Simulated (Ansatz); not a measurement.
Wanted: the native input for an Ansatz 0.2.0 run.

```yaml
Task: single point
Functional: PBE
Potentials_or_basis: Ansatz PAW
Cutoff: "420 eV (not typed: the program's choice for these potentials)"
k_mesh: 8 × 8 × 8
Occupations: gaussian, width 0.011 eV
Spin: no spin polarisation
```

Crystal: InAs.

```
In As
1.0
     0.00000    3.01800    3.01800
     3.01800    0.00000    3.01800
     3.01800    3.01800    0.00000
In As
1 1
Direct
  0.00000 0.00000 0.00000
  0.75000 0.75000 0.75000
```

These files were run (other wordings do the same):

input.yaml

```yaml
crystal:
  lattice:
    - [0.0, 3.018, 3.018]
    - [3.018, 0.0, 3.018]
    - [3.018, 3.018, 0.0]
  atoms:
    - { symbol: In, position: [0.0, 0.0, 0.0] }
    - { symbol: As, position: [0.75, 0.75, 0.75] }
hamiltonian:
  xc: pbe
  pseudopotentials: { kind: paw }
kpoints:
  mp_grid: { grid: [8, 8, 8] }
scf:
  occupations: { method: gaussian, width: 0.011 }
output:
  forces: true
  stress: true
  eigenvalues: true
  write_density: true
  write_potential: true
  elf: true
  volumetric_format: npy
```

Potentials or basis: Ansatz PAW.

Run with:

```sh
$ ansatz run input.yaml --threads 2 --pin off --max-ram 5632MiB --backend cpu --events-out ev --progress --plain --runs-dir out
```

It gave:

```
Pressure               : 4.3 GPa
Band gap on the k mesh : none (metal or under the smearing width)
```

Caveat: this crystal is a semiconductor, whose small gap the functional closes, so the metal is an error of the method.

It took 2.7 s on 2 threads of Intel(R) Xeon(R) Processor @ 2.70GHz (shared host), peak memory 0.38 GiB.
